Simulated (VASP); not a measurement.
A run of VASP 6.6.1 is set up as follows.

File INCAR:

```
SYSTEM = BaTiO3
ALGO = Normal ; EDIFF = 1E-7
EDIFFG = -0.01 ; ENCUT = 600
GGA = PE ; IBRION = 2
ISIF = 4 ; ISMEAR = 0
KPAR = 2 ; LASPH = .True.
LCHARG = .False. ; LREAL = .False.
LWAVE = .False. ; NELM = 80
NSW = 40 ; PREC = Accurate
SIGMA = 0.03
```

The input KPOINTS:

```
k-points
0
Gamma
  8 8 8
  0 0 0
```

File POSCAR:

```
BaTiO3                                  
1.0
    4.0477410631      0.0000000000      0.0000000000
    0.0000000000      4.0477410631      0.0000000000
    0.0000000000     -0.0000000000      4.2782701836
  Ba              Ti              O             
     1     1     3
Direct
     1.0000000000000000    1.0000000000000000    0.9905853847144678
     0.5000000000000000    0.5000000000000000    0.4717193836751931
     0.5000000000000000    0.5000000000000000    0.0416894780916856
     0.5000000000000000    0.0000000000000000    0.5195028767593300
     1.0000000000000000    0.5000000000000000    0.5195028767593300
```

Potentials or basis: VASP PAW PBE potentials, release 64 (Ba_sv, Ti_sv, O).

Command:

```console
$ cat potpaw_PBE.64/Ba_sv/POTCAR potpaw_PBE.64/Ti_sv/POTCAR potpaw_PBE.64/O/POTCAR > POTCAR
$ mpirun -np 2 vasp_std > vasp.out
```

Q: Predict the energy gained by relaxing.

A: 4.8 meV/atom.

Q: Predict the band gap on the k mesh.

A: 1.76 eV, indirect (least direct gap 2.43 eV).

Step by step:
| step | energy change (eV) | largest force (eV/Å) | pressure (GPa) |
| --- | --- | --- | --- |
| 1 | 0.0000 | 0.4865 | -5.52 |
| 2 | -0.0087 | 0.1300 | -4.36 |
| 3 | -0.0089 | 0.0875 | -4.50 |
| 4 | -0.0144 | 0.0876 | -4.10 |
| 5 | -0.0204 | 0.0979 | -3.07 |
| 6 | -0.0204 | 0.1105 | -2.94 |
| 7 | -0.0221 | 0.1134 | -3.09 |
| 8 | -0.0221 | 0.1209 | -3.09 |
| 9 | -0.0232 | 0.0730 | -2.95 |
| 10 | -0.0234 | 0.0664 | -2.85 |
| 11 | -0.0238 | 0.0440 | -2.80 |
| 12 | -0.0240 | 0.0053 | -2.69 |
| 13 | -0.0241 | 0.0260 | -2.69 |
| 14 | -0.0241 | 0.0251 | -2.69 |
| 15 | -0.0241 | 0.0175 | -2.65 |
| 16 | -0.0241 | 0.0077 | -2.60 |

Caveat: spin-orbit coupling is left out, which moves the levels of the heavy elements. A k mesh can miss the band edges.
